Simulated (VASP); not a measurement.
# TiO2 (P4_2/mnm) in VASP: elastic constants with LDA

Aim: the elastic constants of TiO2 with LDA.

All numbers are computed with VASP 6.6.1; they aren't measurements. Logs are shortened: lines on timing, memory, paths and dates and some standing lists are left out, and cuts for length are marked.

**1. Starting point**

It takes space group P4_2/mnm (No. 136, tetragonal). The conventional cell has a = 4.592 Å, b = 4.592 Å, c = 2.957 Å, α = 90.00°, β = 90.00°, γ = 90.00°. Ti (site symmetry mmm) is surrounded by 6 O at 1.95 to 1.98 Å. O (site symmetry m2m) has 3 Ti at 1.95 to 1.98 Å as nearest neighbours.

**2. Elastic constants, LDA**

POSCAR reads:

```
TiO2
1.0
    4.5922000000      0.0000000000      0.0000000000
    0.0000000000      4.5922000000      0.0000000000
    0.0000000000      0.0000000000      2.9574000000
Ti O
2 4
Direct
    0.0000000000      0.0000000000      0.0000000000
    0.5000000000      0.5000000000      0.5000000000
    0.3049600000      0.3049600000      0.0000000000
    0.1950400000      0.8049600000      0.5000000000
    0.6950400000      0.6950400000      0.0000000000
    0.8049600000      0.1950400000      0.5000000000
```

INCAR.step1 reads:

```
  PREC = Accurate
  ENCUT = 600
  EDIFF = 1E-8
  ISMEAR = 0
  SIGMA = 0.02
  LREAL = False
  LASPH = True
  NELM = 100
  ALGO = Normal
  ISIF = 3
  LWAVE = False
  LCHARG = False
  IBRION = 2
  NSW = 40
  EDIFFG = -0.002
```

INCAR.step2 reads:

```
  PREC = Accurate
  ENCUT = 600
  EDIFF = 1E-8
  ISMEAR = 0
  SIGMA = 0.02
  LREAL = False
  LASPH = True
  NELM = 100
  ALGO = Normal
  ISIF = 3
  LWAVE = False
  LCHARG = False
  IBRION = 6
  NFREE = 2
  POTIM = 0.015
  NSW = 1
```

KPOINTS reads:

```
Automatic mesh
0
Gamma
  4 4 4
```

Potentials or basis: VASP PAW LDA potentials, release 64 (Ti_sv, O).

Started as:

```sh
$ cat potpaw_LDA.64/Ti_sv/POTCAR potpaw_LDA.64/O/POTCAR > POTCAR
$ cp INCAR.step1 INCAR
$ mpirun -np 1 vasp_std > vasp.out
$ cp CONTCAR POSCAR
$ cp INCAR.step2 INCAR
$ mpirun -np 1 vasp_std > vasp.out
```

OUTCAR:

```text
PREC = Accurate
   ENCUT = 600
   EDIFF = 1E-8
   ISMEAR = 0
   LREAL = False
   LASPH = True
   NELM = 100
   ISIF = 3
   IBRION = 6
   NFREE = 2
   POTIM = 0.015
   NSW = 1

 ion  position               nearest neighbor table
   1  0.000  0.000  0.000-   4 1.93   6 1.93   4 1.93   6 1.93   5 1.96   3 1.96
   2  0.500  0.500  0.500-   3 1.93   5 1.93   3 1.93   5 1.93   4 1.96   6 1.96
   3  0.304  0.304  0.000-   2 1.93   2 1.93   1 1.96
   4  0.196  0.804  0.500-   1 1.93   1 1.93   2 1.96
   5  0.696  0.696  0.000-   2 1.93   2 1.93   1 1.96
   6  0.804  0.196  0.500-   1 1.93   1 1.93   2 1.96

  LATTYP: Found a simple tetragonal cell.
 ALAT       =     4.5496642784
 C/A-ratio  =     0.6429110305

  Lattice vectors:

 A1 = (   4.5496642784,   0.0000000000,   0.0000000000)
 A2 = (   0.0000000000,   4.5496642784,   0.0000000000)
 A3 = (   0.0000000000,   0.0000000000,   2.9250293495)

Analysis of symmetry for initial positions (statically):
=====================================================================
 Subroutine PRICEL returns:
 Original cell was already a primitive cell.

 Routine SETGRP: Setting up the symmetry group for a
 simple tetragonal supercell.

 Subroutine GETGRP returns: Found 16 space group operations
 (whereof  8 operations were pure point group operations)
 out of a pool of 16 trial point group operations.

The static configuration has the point symmetry D_2h.
 The point group associated with its full space group is D_4h.

Analysis of symmetry for dynamics (positions and initial velocities):
=====================================================================
 Subroutine PRICEL returns:
 Original cell was already a primitive cell.

 Routine SETGRP: Setting up the symmetry group for a
 simple tetragonal supercell.

 Subroutine GETGRP returns: Found 16 space group operations
 (whereof  8 operations were pure point group operations)
 out of a pool of 16 trial point group operations.

The dynamic configuration has the point symmetry D_2h.
 The point group associated with its full space group is D_4h.

 Subroutine INISYM returns: Found 16 space group operations
 (whereof  8 operations are pure point group operations),
 and found     1 'primitive' translations

----------------------------------------------------------------------------------------

                                     Primitive cell

  volume of cell :      60.5465

  direct lattice vectors                    reciprocal lattice vectors
     4.549664278  0.000000000  0.000000000     0.219796437  0.000000000  0.000000000
     0.000000000  4.549664278  0.000000000     0.000000000  0.219796437  0.000000000
     0.000000000  0.000000000  2.925029349     0.000000000  0.000000000  0.341876911

  length of vectors
     4.549664278  4.549664278  2.925029349     0.219796437  0.219796437  0.341876911

  position of ions in fractional coordinates (direct lattice)
     0.000000000  0.000000000  0.000000000
     0.500000000  0.500000000  0.500000000
     0.303854911  0.303854911  0.000000000
     0.196145089  0.803854911  0.500000000
     0.696145089  0.696145089  0.000000000
     0.803854911  0.196145089  0.500000000

  ion indices of the primitive-cell ions
   primitive index   ion index
                 1           1
                 2           2
                 3           3
                 4           4
                 5           5
                 6           6

----------------------------------------------------------------------------------------

 KPOINTS: Automatic mesh

Automatic generation of k-mesh.
 Grid dimensions read from file:
 generate k-points for:    4    4    4

 Generating k-lattice:

  Cartesian coordinates                     Fractional coordinates (reciprocal lattice)
     0.054949109  0.000000000  0.000000000     0.250000000  0.000000000  0.000000000
[... 58 lines left out ...]
   ISIF   =      3    stress and relaxation
   ISYM   =      2    0-nonsym 1-usesym 2-fastsym
   POTIM  = 0.0150    time-step for ionic-motion
   TEBEG  =    0.0;   TEEND  =   0.0 temperature during run
   PSTRESS=    0.0 pullay stress
   NELECT =      48.0000    total number of electrons
   NUPDOWN=      -1.0000    fix difference up-down
   EMIN   =  10.00;   EMAX   =-10.00  energy-range for DOS
   EFERMI =   0.00;   METHOD = LEGACY
   ISMEAR =     0;   SIGMA  =   0.02  broadening in eV -4-tet -1-fermi 0-gaus
   EFERMI_NEDOS =   21; number of points for ismear=-14 and -15
   IALGO  =     38    algorithm
   IMIX   =      4    mixing-type and parameters
     AMIX     =   0.40;   BMIX     =  1.00
     AMIX_MAG =   1.60;   BMIX_MAG =  1.00
  volume/ion in A,a.u.               =      10.09        68.10
  Fermi-wavevector in a.u.,A,eV,Ry     =   1.515162  2.863240 31.235091  2.295714
  Thomas-Fermi vector in A             =   2.624722
   LORBIT       =      0    0 simple, 1 ext, 2 COOP (PROOUT), +10 PAW based schemes
   GGA     = CA    functional components
   LHFCALC =     F    Hartree Fock is set to
   AEXX    =    0.0000 exact exchange contribution
   IVDW    =     0    specifies the selected vdW correction
   LEPSILON=     F    determine dielectric tensor
   LRPA    =     F    only Hartree local field effects (RPA)
 finite differences with symmetry
 non-spin polarized calculation
 Gauss-broadening in eV      SIGMA  =   0.02
  energy-cutoff  :      600.00
  volume of cell :       60.55
 maximum number of plane-waves:      2040
   NGX = 19   NGY = 19   NGZ = 11

--------------------------------------- Ionic step        1  -------------------------------------------

 number of electron      48.0000005 magnetization

 Free energy of the ion-electron system (eV)
  ---------------------------------------------------
  ext. energy  EPLUGINS =         0.00000000
  ---------------------------------------------------
  free energy    TOTEN  =       -58.77195030 eV

  energy without entropy =      -58.77195030  energy(sigma->0) =      -58.77195030

------------------------ aborting loop because EDIFF is reached ----------------------------------------

  FORCE on cell =-STRESS in cart. coord.  units (eV):
  Direction    XX          YY          ZZ          XY          YZ          ZX
  --------------------------------------------------------------------------------------
  -------------------------------------------------------------------------------------
  Total        0.0112810      0.0112810      0.0186478      0.0000000      0.0000000      0.0000000
  in kB        0.2985161      0.2985161      0.4934569      0.0000000      0.0000000      0.0000000
  external PRESSURE =       0.3634964 kB  Pullay stress =       0.0000000 kB
[... 101 lines left out ...]
  FREE ENERGIE OF THE ION-ELECTRON SYSTEM (eV)
  ---------------------------------------------------
  free  energy   TOTEN  =       -58.7573497734 eV

  energy  without entropy=      -58.7573497734  energy(sigma->0) =      -58.75734977

[... ionic steps 4 to 18 ...]

--------------------------------------- Ionic step       19  -------------------------------------------

 number of electron      48.0000002 magnetization

------------------------ aborting loop because EDIFF is reached ----------------------------------------
[... 75 lines left out ...]
--------------------------------------- Ionic step       21  -------------------------------------------

 number of electron      48.0000006 magnetization

 Free energy of the ion-electron system (eV)
  ---------------------------------------------------
  ext. energy  EPLUGINS =         0.00000000
  ---------------------------------------------------
  free energy    TOTEN  =       -58.77096971 eV

  energy without entropy =      -58.77096971  energy(sigma->0) =      -58.77096971

 E-fermi :   5.1538     XC(G=0): -12.1550

 val. band max:        4.8959938151   @ k =   0.0000   0.0000   0.0000
 cond. band min:       6.7009386703   @ k =   0.0000   0.0000   0.0000
 fundamental gap:      1.8049448552
 Fermi energy:         5.1537962837

 k-point     1 :       0.0000    0.0000    0.0000
  band No.  band energies     occupation
      1     -51.2143      2.00000
      2     -51.1924      2.00000
      3     -27.9574      2.00000
      4     -27.9574      2.00000
      5     -27.7639      2.00000
      6     -27.7636      2.00000
[... 766 lines left out ...]
  FREE ENERGIE OF THE ION-ELECTRON SYSTEM (eV)
  ---------------------------------------------------
  free  energy   TOTEN  =       -58.7709697109 eV

  energy  without entropy=      -58.7709697109  energy(sigma->0) =      -58.77096971

 INTERNAL STRAIN TENSORS FROM STRAINED CELLS
 ============================================

 INTERNAL STRAIN TENSOR FOR ION    1 for displacements in x,y,z  (eV/Angst):
          X           Y           Z          XY          YZ          ZX
  --------------------------------------------------------------------------------
  x     0.00000     0.00000     0.00000     0.00000    -0.00000    -0.00000
  y     0.00000     0.00000    -0.00000     0.00000    -0.00000     0.00000
  z     0.00000     0.00000     0.00000     0.00000     0.00000    -0.00000

 INTERNAL STRAIN TENSORS FROM DISPLACED ATOMS
 ============================================

 INTERNAL STRAIN TENSOR FOR ION    1 for displacements in x,y,z  (eV/Angst):
          X           Y           Z          XY          YZ          ZX
  --------------------------------------------------------------------------------
  x     0.00000     0.00000     0.00000     0.00000     0.00000     0.00000
  y     0.00000     0.00000     0.00000     0.00000     0.00000     0.00000
  z     0.00000     0.00000     0.00000     0.00000     0.00000     0.00000

 INTERNAL STRAIN TENSOR FOR ION    6 for displacements in x,y,z  (eV/Angst):
          X           Y           Z          XY          YZ          ZX
  --------------------------------------------------------------------------------
  x     4.09757     1.58046     4.61199     1.77337     0.00000     0.00000
  y    -1.58046    -4.09757    -4.61199    -1.77337     0.00000     0.00000
  z     0.00000     0.00000     0.00000     0.00000    -6.12378     6.12378

 Eigenvectors and eigenvalues of the dynamical matrix
 ----------------------------------------------------

   1 f  =   24.535441 THz   154.160721 2PiTHz  818.414208 cm-1   101.470384 meV
             X         Y         Z           dx          dy          dz
      0.000000  0.000000  0.000000    -0.000000    0.000000   -0.000000
      2.274832  2.274832  1.462515     0.000000   -0.000000   -0.000000
      1.382438  1.382438  0.000000     0.353553    0.353553   -0.000000
      0.892394  3.657270  1.462515     0.353553   -0.353553    0.000000
      3.167226  3.167226  0.000000    -0.353553   -0.353553   -0.000000
      3.657270  0.892394  1.462515    -0.353553    0.353553   -0.000000
[... 145 lines left out ...]
  18 f/i=    0.021554 THz     0.135428 2PiTHz    0.718964 cm-1     0.089140 meV
             X         Y         Z           dx          dy          dz
      0.000000  0.000000  0.000000    -0.000000   -0.000000   -0.545014
      2.274832  2.274832  1.462515    -0.000000   -0.000000   -0.545014
      1.382438  1.382438  0.000000    -0.000000   -0.000000   -0.318559
      0.892394  3.657270  1.462515    -0.000000   -0.000000   -0.318559
      3.167226  3.167226  0.000000    -0.000000   -0.000000   -0.318559
      3.657270  0.892394  1.462515    -0.000000   -0.000000   -0.318559

--------------------------------------------------------------------------------------------------------

 ELASTIC MODULI CONTR FROM IONIC RELAXATION (kBar)
 Direction    XX          YY          ZZ          XY          YZ          ZX
 --------------------------------------------------------------------------------
 XX        -388.2958    233.6978   -125.5725      0.0000      0.0000      0.0000
 YY         233.6978   -388.2958   -125.5725     -0.0000     -0.0000     -0.0000
 ZZ        -125.5725   -125.5725   -203.9929      0.0000      0.0000      0.0000
 XY           0.0000     -0.0000      0.0000    -16.8929     -0.0000     -0.0000
 YZ           0.0000     -0.0000      0.0000     -0.0000   -313.1625      0.0000
 ZX           0.0000     -0.0000      0.0000     -0.0000      0.0000   -313.1628
 --------------------------------------------------------------------------------

 TOTAL ELASTIC MODULI (kBar)
 Direction    XX          YY          ZZ          XY          YZ          ZX
 --------------------------------------------------------------------------------
 XX        2947.3258   2217.8180   1728.9552      0.0000      0.0000      0.0000
 YY        2217.8180   2947.3258   1728.9552     -0.0000     -0.0000     -0.0000
 ZZ        1728.9552   1728.9552   5245.9446      0.0000      0.0000      0.0000
 XY           0.0000     -0.0000      0.0000   2459.2564     -0.0000     -0.0000
 YZ           0.0000     -0.0000      0.0000     -0.0000   1248.8144      0.0000
 ZX           0.0000     -0.0000      0.0000     -0.0000      0.0000   1248.8140
 --------------------------------------------------------------------------------
```

It took 15 min on 1 thread of Intel Xeon Platinum 8375C at 2.90GHz (Ice Lake), shared host; peak memory 0.22 GiB.

Results:

* Relaxed volume: 10.09 Å³/atom
* Relaxed cell: a = 4.550 Å, b = 4.550 Å, c = 2.925 Å, α = 90.00°, β = 90.00°, γ = 90.00°
* Space group after relaxing (to 0.05 Å): P4_2/mnm (No. 136)
* Voigt bulk modulus: 250 GPa
* Highest phonon frequency at Γ, LO-TO splitting left out: 818 cm⁻¹

Step by step:
```csv
step,energy change (eV),largest force (eV/Å),pressure (GPa),volume (Å³)
1,0.0000,0.0021,-6.98,62.37
2,0.0399,0.3853,11.09,58.37
3,-0.0391,0.1480,-0.11,60.67
4,-0.0391,0.1511,0.04,60.64
5,-0.0413,0.0145,0.08,60.54
6,-0.0413,0.0014,0.08,60.53
7,-0.0413,0.0021,-0.11,60.57
8,-0.0413,0.0003,-0.01,60.55
```

Final structure:
```yaml
crystal:
  lattice:
    - [4.54966, 0.00000, 0.00000]
    - [0.00000, 4.54966, 0.00000]
    - [0.00000, 0.00000, 2.92503]
  atoms:
    - { symbol: Ti, position: [0.00000, 0.00000, 0.00000] }
    - { symbol: Ti, position: [0.50000, 0.50000, 0.50000] }
    - { symbol: O, position: [0.30385, 0.30385, 0.00000] }
    - { symbol: O, position: [0.19615, 0.80385, 0.50000] }
    - { symbol: O, position: [0.69615, 0.69615, 0.00000] }
    - { symbol: O, position: [0.80385, 0.19615, 0.50000] }
```

Phonon frequencies in cm⁻¹ (negative: imaginary):
```csv
q point,frequencies
"(0.000, 0.000, 0.000)",-1 0 0 101 125 125 133 135 383 383 393 418 464 464 484 484 613 818
```

Elastic tensor in Voigt notation (GPa, in the Cartesian axes of the cell as first typed):
```
295 222 173   0   0   0
222 295 173   0   0   0
173 173 525   0   0   0
  0   0   0 125   0   0
  0   0   0   0 125   0
  0   0   0   0   0 246
```

Clamped-ion elastic tensor (GPa):
```
334 198 185   0   0   0
198 334 185   0   0   0
185 185 545   0   0   0
  0   0   0 156   0   0
  0   0   0   0 156   0
  0   0   0   0   0 248
```

Caveat: the k mesh is coarse (spacing up to 0.53 Å⁻¹), so the values aren't converged.
